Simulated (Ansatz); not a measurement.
Input and output for Pd (diamond type): DFT, PBE, all-electron LAPW, scalar-relativistic (Ansatz 0.2.0). This run: volume at 0.6 of the series' base cell.

The cell comes from a relaxation on PAW files under the same functional, begun from a prototype that needn't be the stable phase.

Command: `ansatz run input.yaml --threads 1 --pin off --max-ram 2048MiB --backend cpu --events-out ev --progress --plain --runs-dir out` It took 29 s on 1 thread of Intel(R) Xeon(R) Platinum 8488C (Sapphire Rapids), with other jobs on the host, peak memory 0.55 GiB.

```yaml
crystal:
  lattice:
    - [0.0, 2.450678632, 2.450678632]
    - [2.450678632, 0.0, 2.450678632]
    - [2.450678632, 2.450678632, 0.0]
  atoms:
    - { symbol: Pd, position: [-0.125, -0.125, -0.125] }
    - { symbol: Pd, position: [0.125, 0.125, 0.125] }
kpoints:
  mp_grid: { grid: [12, 12, 12] }
scf:
  occupations: { method: fermi_dirac, width: 0.08 }
hamiltonian:
  xc: pbe
  pseudopotentials: { kind: all_electron, lapw: { basis_error: 0.001 } }
output:
  forces: true
  stress: true
  eigenvalues: true
  populations: true
```

Output:

```
Pd: projections on atomic orbitals take those of the free atom 1s2 2s2 2p6 3s2 3p6 3d10 4s2 4p6 4d10, of charge +0.00 (hamiltonian.pseudopotentials.projection_atoms)
LAPW: plane waves up to 11.055 Å⁻¹, error target 1.0e-3 eV per atom; small_component_spin mean_spin; Pd in spheres of 1.061 Å, 36 of its electrons in bands, Dirac shells [] (how accurate: hamiltonian.pseudopotentials.lapw.basis_error, Limitations)
Engine: ansatz 0.2.0
Pseudopotentials: kind: all_electron
Pseudopotential: Pd, LAPW, valence charge 36, lapw/all_electron/scalar/gaussian/Pd, Koelling and Harmon's equation, gaussian nucleus
Functional definition: PBE
  parameter kappa = 0.804
  parameter beta = 0.06672455060314922
  exchange = pbe_x(kappa = kappa, mu = beta*pi^2/3)
  correlation = pbe_c(beta = beta)
Crystal: 2 atoms, lattice volume = 29.437 Å³
Basis set: ecut = 465.6616556912154 eV, 645 PW (Γ), exchange–correlation at level 2
Bands: 44, of which v1, the nominal top of the filled ones, is band 36 counted from 1 (35 counted from 0)
Symmetry: 48 space group operations
Space group: Fd-3m (ITA 227), of the structure as read, at distance tolerance 3.1e-5 Å
k-points: 72 of 1728
Non-local potential: Pd, projectors of the file, none
Initial density: superposition of atomic densities (chi_scale 0.1, normalization cell)
Initial wavefunctions: plane waves of lowest kinetic energy (no species holds an atomic orbital)
Functional: x = pbe(κ = 0.804, μ = 0.2195149727645171), c = pbe(β = 0.06672455060314922)
iter 1 solved again at ethr=4.20e-3 eV; its pass at ethr=1.00e-1 eV (dr2=3.02e0 eV) is discarded
SCF iter   1: F=—  HF=-274607.918400 eV  |F-HF|=—  |Δ(HF+E_count)|=         —  Δρ=9.46e-2  dr2=3.02e0  ethr=4.20e-3  ⟨swp⟩=2.0  Hψ=19584  notcnv=0
preconditioner: auto → LDOS  [metal: Δε(μ)=0.013 eV  Ē_g=14.775 eV  σ=0.080 eV  W_gap=0.04  n_scr=14 (ndim 8)  ℏωp=30.6 eV  f_vac=0.245  D(μ)=2.79/eV (n_scr^D=26)  β→1.0]
iter 2 solved again at ethr=2.28e-5 eV; its pass at ethr=4.20e-3 eV (dr2=1.64e-2 eV) is discarded
SCF iter   2: F=—  HF=-274606.375904 eV  |F-HF|=—  |Δ(HF+E_count)|=    1.54e0  Δρ=1.21e-2  dr2=1.64e-2  ethr=2.28e-5  ⟨swp⟩=2.0  Hψ=15504  notcnv=0
SCF iter   3: F=—  HF=-274606.405333 eV  |F-HF|=—  |Δ(HF+E_count)|=   2.94e-2  Δρ=5.84e-3  dr2=1.08e-2  ethr=2.28e-5  ⟨swp⟩=3.0  Hψ=10351  notcnv=0
SCF iter   4: F=—  HF=-274606.382247 eV  |F-HF|=—  |Δ(HF+E_count)|=   2.31e-2  Δρ=2.23e-3  dr2=1.84e-3  ethr=1.50e-5  ⟨swp⟩=2.0  Hψ=9055  notcnv=0
SCF iter   5: F=—  HF=-274606.379247 eV  |F-HF|=—  |Δ(HF+E_count)|=   3.00e-3  Δρ=5.42e-4  dr2=1.18e-4  ethr=2.56e-6  ⟨swp⟩=2.0  Hψ=9055  notcnv=0
SCF iter   6: F=—  HF=-274606.379088 eV  |F-HF|=—  |Δ(HF+E_count)|=   1.58e-4  Δρ=7.46e-5  dr2=2.33e-6  ethr=1.64e-7  ⟨swp⟩=2.0  Hψ=9055  notcnv=0
SCF iter   7: F=-274606.379087 eV  HF=-274606.379087 eV  |F-HF|=1.22e-8  |Δ(HF+E_count)|=   1.15e-6  Δρ=3.87e-6  dr2=3.72e-9  ethr=3.24e-9  ⟨swp⟩=2.2  Hψ=9067  notcnv=0
SCF 1 converged in 7 iterations: F = -274606.379087 eV  dr2 = 3.72e-9
SCF converged after 7 iterations
Free energy (F): -274606.379087 eV
Harris-Foulkes:  -274606.379087 eV  (|F-HF|=1.22e-8)
Internal energy: -274606.302496 eV  (E = F + TS)
E sigma→0 (E₀):  -274606.340792 eV
Entropy (-TS):   -0.076591 eV (-38.296 meV/atom)
Fermi energy:    22.688785 eV
--- Per-component energies (eV) ---
  E_band       = -14668.632660
  E_kinetic    = 286658.404951
  E_xc         = -7853.768560
  E_electrostatic = -553410.938887  (all electrons and nuclei)
  E_smearing   = -0.076591  (= −TS)
  E_closure    = 0.000000  (closes the sum)
  E_atoms      = -274605.924169  (free atoms, spherical and without spin; not in F)
  Σ components = -274606.379087   (vs F -274606.379087, Δ=0.00e0)
  Basis errors (estimates in eV, not in F): energy 4.1e-4 per atom: plane waves 3.9e-4 (2.3e-4 summed), levels above the bands 2.2e-92, relativity 3.0e-8, radial functions 2.8e-5, core shells 3.0e-11; eigenvalues (radial functions only) 9.2e-7; not estimated: angular momenta, meshes, grids; target (lapw.basis_error) 1.0e-3; muffin-tin radii Pd 1.061 Å
--- Forces (eV/Å), atoms counted from 1 ---
  atom   1  Pd    -0.00000000     0.00000000     0.00000000
  atom   2  Pd    -0.00000000    -0.00000000     0.00000000
  max |Σ_I F_I| component: 2.78e-17 eV/Å
--- Stress (GPa, compression-positive) ---
      130.951193       0.000000       0.000000
        0.000000     130.951193      -0.000000
        0.000000      -0.000000     130.951193
  P = ⅓ Tr σ = 130.9512 GPa (1309.512 kbar)
--- Band table (eV; the first three rows and the last of 72) ---
  k-point 0: bands = ["-613.3237", "-613.3237", "-493.3205", "-493.3205", "-493.3205", "-493.3205", "-493.3205", "-493.3205", "-302.9403", "-302.9403", "-302.9403", "-302.9402", "-302.9402", "-302.9402", "-302.9379", "-302.9379", "-302.9379", "-302.9379", "-63.5303", "-62.7169", "-29.6118", "-29.6118", "-29.6118", "-28.3386", "-28.3386", "-28.3386", "14.9139", "15.7080", "15.7080", "16.5036", "16.5036", "16.5036", "19.9539", "19.9539", "19.9539", "22.5524", "22.5524", "36.5637", "36.8929", "36.8929", "36.8929", "38.1890", "39.2122", "39.2122"]
  k-point 1: bands = ["-613.3237", "-613.3237", "-493.3205", "-493.3205", "-493.3205", "-493.3205", "-493.3205", "-493.3205", "-302.9403", "-302.9403", "-302.9403", "-302.9402", "-302.9402", "-302.9402", "-302.9379", "-302.9379", "-302.9379", "-302.9379", "-63.5203", "-62.7276", "-29.6223", "-29.6223", "-29.6099", "-28.3403", "-28.3274", "-28.3274", "15.0715", "15.6286", "15.6286", "16.5002", "16.6336", "16.6336", "19.8410", "19.9237", "19.9237", "22.5509", "22.5509", "35.0765", "36.7901", "36.7901", "36.9498", "38.3807", "38.9990", "38.9990"]
  k-point 2: bands = ["-613.3237", "-613.3237", "-493.3205", "-493.3205", "-493.3205", "-493.3205", "-493.3205", "-493.3205", "-302.9403", "-302.9403", "-302.9403", "-302.9402", "-302.9402", "-302.9402", "-302.9379", "-302.9379", "-302.9379", "-302.9379", "-63.4914", "-62.7583", "-29.6502", "-29.6502", "-29.6049", "-28.3445", "-28.2975", "-28.2975", "15.4809", "15.5195", "15.5195", "16.5435", "16.8525", "16.8525", "19.5560", "19.8857", "19.8857", "22.5333", "22.5333", "33.0170", "35.4858", "36.4286", "36.4286", "38.6510", "38.6510", "39.5458"]
  k-point 71: bands = ["-613.3237", "-613.3237", "-493.3205", "-493.3205", "-493.3205", "-493.3205", "-493.3205", "-493.3205", "-302.9403", "-302.9403", "-302.9403", "-302.9403", "-302.9402", "-302.9402", "-302.9379", "-302.9379", "-302.9379", "-302.9379", "-63.1299", "-63.1299", "-29.9011", "-29.9011", "-28.9707", "-28.9707", "-28.0360", "-28.0360", "14.8180", "14.8180", "17.1054", "17.1054", "18.1912", "18.1912", "19.0509", "19.0509", "22.9361", "22.9361", "25.7914", "25.7914", "26.2965", "26.2965", "38.8460", "38.8460", "41.4452", "41.4452"]
--- Löwdin populations: 2 sites ---
  site symbol       q [e]
     0     Pd     45.2365
     1     Pd     45.2365
  spilling = 0.016597 (of n_electrons = 92.000000)
```

populations.tsv:

```
# site	symbol	l	j	q
# orbitals = lowdin
# n_electrons = 92.000000
# spilling = 0.016597
# projection_atom_Pd: 1s2 2s2 2p6 3s2 3p6 3d10 4s2 4p6 4d10
0	Pd	0_1S	-	2.000000
0	Pd	0_2S	-	1.999993
0	Pd	0_3S	-	1.999887
0	Pd	0_4S	-	1.998256
0	Pd	1_2P	-	6.000000
0	Pd	1_3P	-	5.999989
0	Pd	1_4P	-	5.998266
0	Pd	2_3D	-	9.999996
0	Pd	2_4D	-	9.240152
1	Pd	0_1S	-	2.000000
1	Pd	0_2S	-	1.999993
1	Pd	0_3S	-	1.999887
1	Pd	0_4S	-	1.998256
1	Pd	1_2P	-	6.000000
1	Pd	1_3P	-	5.999989
1	Pd	1_4P	-	5.998266
1	Pd	2_3D	-	9.999996
1	Pd	2_4D	-	9.240152
```

Next run (volume at 0.5 of the series' base cell), as changes to the input before:

```diff
   lattice:
-    - [0.0, 2.450678632, 2.450678632]
-    - [2.450678632, 0.0, 2.450678632]
-    - [2.450678632, 2.450678632, 0.0]
+    - [0.0, 2.306176888, 2.306176888]
+    - [2.306176888, 0.0, 2.306176888]
+    - [2.306176888, 2.306176888, 0.0]
   atoms:
```

Command: `ansatz run input.yaml --threads 1 --pin off --max-ram 2048MiB --backend cpu --events-out ev --progress --plain --runs-dir out` It took 30 s on 1 thread of Intel(R) Xeon(R) Platinum 8488C (Sapphire Rapids), on a shared host, peak memory 0.55 GiB.

Results part of the output:

```
SCF 1 converged in 7 iterations: F = -274600.382971 eV  dr2 = 5.48e-10
SCF converged after 7 iterations
Free energy (F): -274600.382971 eV
Harris-Foulkes:  -274600.382971 eV  (|F-HF|=1.28e-9)
Internal energy: -274600.324565 eV  (E = F + TS)
E sigma→0 (E₀):  -274600.353768 eV
Entropy (-TS):   -0.058405 eV (-29.203 meV/atom)
Fermi energy:    28.699461 eV
--- Per-component energies (eV) ---
  E_band       = -14304.408362
  E_kinetic    = 286709.038403
  E_xc         = -7861.144754
  E_electrostatic = -553448.218213  (all electrons and nuclei)
  E_smearing   = -0.058405  (= −TS)
  E_closure    = 0.000000  (closes the sum)
  E_atoms      = -274605.924169  (free atoms, spherical and without spin; not in F)
  Σ components = -274600.382971   (vs F -274600.382971, Δ=0.00e0)
  Basis errors (estimates in eV, not in F): energy 4.2e-4 per atom: plane waves 3.9e-4 (2.3e-4 summed), levels above the bands 1.2e-101, relativity 7.1e-8, radial functions 3.1e-5, core shells 3.0e-11; eigenvalues (radial functions only) 9.0e-7; not estimated: angular momenta, meshes, grids; target (lapw.basis_error) 1.0e-3; muffin-tin radii Pd 0.999 Å
--- Forces (eV/Å), atoms counted from 1 ---
  atom   1  Pd     0.00000000     0.00000000     0.00000000
  atom   2  Pd    -0.00000000    -0.00000000    -0.00000000
  max |Σ_I F_I| component: 9.25e-18 eV/Å
--- Stress (GPa, compression-positive) ---
      280.302683      -0.000000       0.000000
       -0.000000     280.302683       0.000000
        0.000000       0.000000     280.302683
  P = ⅓ Tr σ = 280.3027 GPa (2803.027 kbar)
--- Band table (eV; the first three rows and the last of 72) ---
  k-point 0: bands = ["-608.0176", "-608.0176", "-488.0144", "-488.0144", "-488.0144", "-488.0144", "-488.0144", "-488.0144", "-297.6250", "-297.6250", "-297.6250", "-297.6248", "-297.6248", "-297.6248", "-297.6240", "-297.6240", "-297.6240", "-297.6240", "-58.9542", "-57.4481", "-25.1694", "-25.1694", "-25.1694", "-23.1416", "-23.1416", "-23.1416", "19.3540", "19.6443", "19.6443", "20.9914", "20.9914", "20.9914", "25.2417", "25.2417", "25.2417", "28.6106", "28.6106", "42.6393", "42.9430", "42.9430", "42.9430", "45.7231", "47.3702", "47.3702"]
  k-point 1: bands = ["-608.0176", "-608.0176", "-488.0144", "-488.0144", "-488.0144", "-488.0144", "-488.0144", "-488.0144", "-297.6250", "-297.6250", "-297.6250", "-297.6248", "-297.6248", "-297.6248", "-297.6240", "-297.6240", "-297.6240", "-297.6240", "-58.9361", "-57.4684", "-25.1872", "-25.1872", "-25.1672", "-23.1406", "-23.1216", "-23.1216", "19.5382", "19.5621", "19.5621", "20.9800", "21.1363", "21.1363", "25.0796", "25.1949", "25.1949", "28.6061", "28.6061", "41.1735", "42.9806", "42.9806", "44.2671", "45.2513", "47.0043", "47.0043"]
  k-point 2: bands = ["-608.0176", "-608.0176", "-488.0144", "-488.0144", "-488.0144", "-488.0144", "-488.0144", "-488.0144", "-297.6250", "-297.6250", "-297.6250", "-297.6248", "-297.6248", "-297.6248", "-297.6240", "-297.6240", "-297.6240", "-297.6240", "-58.8837", "-57.5266", "-25.2342", "-25.2342", "-25.1620", "-23.1372", "-23.0687", "-23.0687", "19.4407", "19.4407", "19.9664", "21.0635", "21.3871", "21.3871", "24.6667", "25.1297", "25.1297", "28.5762", "28.5762", "39.6627", "42.3554", "43.0612", "43.0612", "46.2180", "46.2180", "46.6842"]
  k-point 71: bands = ["-608.0176", "-608.0176", "-488.0144", "-488.0144", "-488.0144", "-488.0144", "-488.0144", "-488.0144", "-297.6250", "-297.6250", "-297.6249", "-297.6249", "-297.6248", "-297.6248", "-297.6240", "-297.6240", "-297.6240", "-297.6240", "-58.2224", "-58.2224", "-25.6565", "-25.6565", "-24.1255", "-24.1255", "-22.6075", "-22.6075", "18.5148", "18.5148", "21.5542", "21.5542", "23.0042", "23.0042", "24.1890", "24.1890", "29.0059", "29.0059", "32.1553", "32.1553", "32.3038", "32.3038", "46.2801", "46.2801", "49.2260", "49.2260"]
--- Löwdin populations: 2 sites ---
  site symbol       q [e]
     0     Pd     45.1993
     1     Pd     45.1993
  spilling = 0.017406 (of n_electrons = 92.000000)
```

Next run (volume at 0.4 of the series' base cell), as changes to the input before:

```diff
   lattice:
-    - [0.0, 2.306176888, 2.306176888]
-    - [2.306176888, 0.0, 2.306176888]
-    - [2.306176888, 2.306176888, 0.0]
+    - [0.0, 2.1408649783, 2.1408649783]
+    - [2.1408649783, 0.0, 2.1408649783]
+    - [2.1408649783, 2.1408649783, 0.0]
   atoms:
   mp_grid: { grid: [12, 12, 12] }
+  band_path:
+    path:
+      - [0.0, 0.0, 0.0]
+      - [0.5, 0.0, 0.5]
+      - [0.625, 0.25, 0.625]
+      - [0.375, 0.375, 0.75]
+      - [0.0, 0.0, 0.0]
+      - [0.5, 0.5, 0.5]
+      - [0.5, 0.25, 0.75]
+      - [0.5, 0.0, 0.5]
+    npoints: 8
 scf:
   populations: true
+  dos: { projected: true, de: 0.2, e_range: [-14, 8] }
```

Results part of the output:

```
SCF 1 converged in 7 iterations: F = -274587.224822 eV  dr2 = 3.61e-8
NSCF: frozen V_eff on 57 k-points
SCF converged after 7 iterations
Free energy (F): -274587.224822 eV
Harris-Foulkes:  -274587.224822 eV  (|F-HF|=2.26e-8)
Internal energy: -274587.187725 eV  (E = F + TS)
E sigma→0 (E₀):  -274587.206274 eV
Entropy (-TS):   -0.037097 eV (-18.549 meV/atom)
Fermi energy:    37.615186 eV
--- Per-component energies (eV) ---
  E_band       = -13765.043400
  E_kinetic    = 286799.294565
  E_xc         = -7873.264985
  E_electrostatic = -553513.217306  (all electrons and nuclei)
  E_smearing   = -0.037097  (= −TS)
  E_closure    = 0.000000  (closes the sum)
  E_atoms      = -274605.924169  (free atoms, spherical and without spin; not in F)
  Σ components = -274587.224822   (vs F -274587.224822, Δ=0.00e0)
  Basis errors (estimates in eV, not in F): energy 4.4e-4 per atom: plane waves 4.0e-4 (2.4e-4 summed), levels above the bands 4.5e-118, relativity 1.3e-7, radial functions 4.2e-5, core shells 3.2e-11; eigenvalues (radial functions only) 1.3e-6; not estimated: angular momenta, meshes, grids; target (lapw.basis_error) 1.0e-3; muffin-tin radii Pd 0.927 Å
--- Forces (eV/Å), atoms counted from 1 ---
  atom   1  Pd     0.00000000     0.00000000     0.00000000
  atom   2  Pd     0.00000000     0.00000000    -0.00000000
  max |Σ_I F_I| component: 1.85e-17 eV/Å
--- Stress (GPa, compression-positive) ---
      631.927342       0.000000      -0.000000
        0.000000     631.927342       0.000000
       -0.000000       0.000000     631.927342
  P = ⅓ Tr σ = 631.9273 GPa (6319.273 kbar)
--- Band table (eV; the first three rows and the last of 72) ---
  k-point 0: bands = ["-600.1176", "-600.1176", "-480.1146", "-480.1146", "-480.1146", "-480.1146", "-480.1146", "-480.1146", "-289.7076", "-289.7076", "-289.7076", "-289.7070", "-289.7070", "-289.7070", "-289.7053", "-289.7053", "-289.7051", "-289.7051", "-52.5432", "-49.5182", "-18.8857", "-18.8857", "-18.8857", "-15.4809", "-15.4809", "-15.4809", "25.3584", "25.3584", "26.1224", "27.7555", "27.7555", "27.7555", "33.2552", "33.2552", "33.2552", "37.6833", "37.6833", "51.2614", "51.4886", "51.4886", "51.4886", "57.0695", "59.4860", "59.4860"]
  k-point 1: bands = ["-600.1176", "-600.1176", "-480.1146", "-480.1146", "-480.1146", "-480.1146", "-480.1146", "-480.1146", "-289.7076", "-289.7076", "-289.7075", "-289.7070", "-289.7070", "-289.7070", "-289.7053", "-289.7053", "-289.7051", "-289.7051", "-52.5084", "-49.5615", "-18.9175", "-18.9175", "-18.8812", "-15.4689", "-15.4421", "-15.4421", "25.2689", "25.2689", "26.3385", "27.7278", "27.9259", "27.9259", "33.0058", "33.1708", "33.1708", "37.6731", "37.6731", "49.6691", "51.5838", "51.5838", "53.5544", "56.6570", "58.6484", "59.0685"]
  k-point 2: bands = ["-600.1176", "-600.1176", "-480.1146", "-480.1146", "-480.1146", "-480.1146", "-480.1146", "-480.1146", "-289.7076", "-289.7076", "-289.7075", "-289.7070", "-289.7070", "-289.7070", "-289.7053", "-289.7053", "-289.7051", "-289.7051", "-52.4081", "-49.6850", "-19.0009", "-19.0009", "-18.8710", "-15.4333", "-15.3397", "-15.3397", "25.1298", "25.1298", "26.6878", "27.9481", "28.2191", "28.2191", "32.3690", "33.0359", "33.0359", "37.6221", "37.6221", "48.4932", "51.8890", "51.8890", "53.3789", "56.4067", "58.0629", "58.0629"]
  k-point 71: bands = ["-600.1176", "-600.1176", "-480.1146", "-480.1146", "-480.1146", "-480.1146", "-480.1146", "-480.1146", "-289.7076", "-289.7076", "-289.7073", "-289.7073", "-289.7069", "-289.7069", "-289.7052", "-289.7052", "-289.7052", "-289.7052", "-51.1142", "-51.1142", "-19.7510", "-19.7510", "-17.0383", "-17.0383", "-14.4467", "-14.4467", "23.8775", "23.8775", "28.0330", "28.0330", "30.2015", "30.2015", "31.9686", "31.9686", "37.9630", "37.9630", "41.3538", "41.3538", "41.5986", "41.5986", "57.1255", "57.1255", "60.3998", "60.3998"]
--- Löwdin populations: 2 sites ---
  site symbol       q [e]
     0     Pd     45.1279
     1     Pd     45.1279
  spilling = 0.018958 (of n_electrons = 92.000000)
```
